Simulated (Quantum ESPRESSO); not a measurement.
# Pb: equation of state with PBEsol

The system is Pb.

```
CELL_PARAMETERS angstrom
3.48000 0.00000 0.00000
-1.74000 3.01377 0.00000
0.00000 0.00000 5.59000
ATOMIC_POSITIONS crystal
Pb 0.66667 0.33333 0.75000
Pb 0.33333 0.66667 0.25000
```

This isn't the form of Pb at room conditions, which is fcc.

| Item | Value |
| --- | --- |
| Program | Quantum ESPRESSO 7.5 |
| Task | equation of state |
| Functional | PBEsol |
| Potentials or basis | GBRV 1.5 PBEsol |
| Cutoff | 612 eV |
| Density cutoff | 4898 eV |
| k mesh | 9 × 9 × 5 |
| Occupations | fermi-dirac, width 0.05 eV |
| Spin | no spin polarisation |
| Mixing beta | 0.5 |
| Most SCF iterations | 120 |
| SCF threshold | 4e-10 Ry |

The equilibrium volume is 29.90 Å³/atom, the bulk modulus at fixed shape and positions is 45 GPa and the pressure derivative of the bulk modulus is 5.5.

Energy against volume, from the lowest point:
| volume (Å³/atom) | energy (meV/atom) |
| --- | --- |
| 27.555 | 30.66 |
| 28.141 | 16.47 |
| 28.727 | 7.00 |
| 29.314 | 1.67 |
| 29.900 | 0.00 |
| 30.486 | 1.55 |
| 31.073 | 5.92 |

All runs of the series together: 97 s on 2 threads of Intel(R) Xeon(R) Platinum 8488C (Sapphire Rapids), on a shared host.

Caveat: the cell was scaled at fixed shape and fractional positions, which overstates the stiffness of a crystal with free parameters, most of all of layers and chains. Spin-orbit coupling is left out, which matters for the levels of Pb.
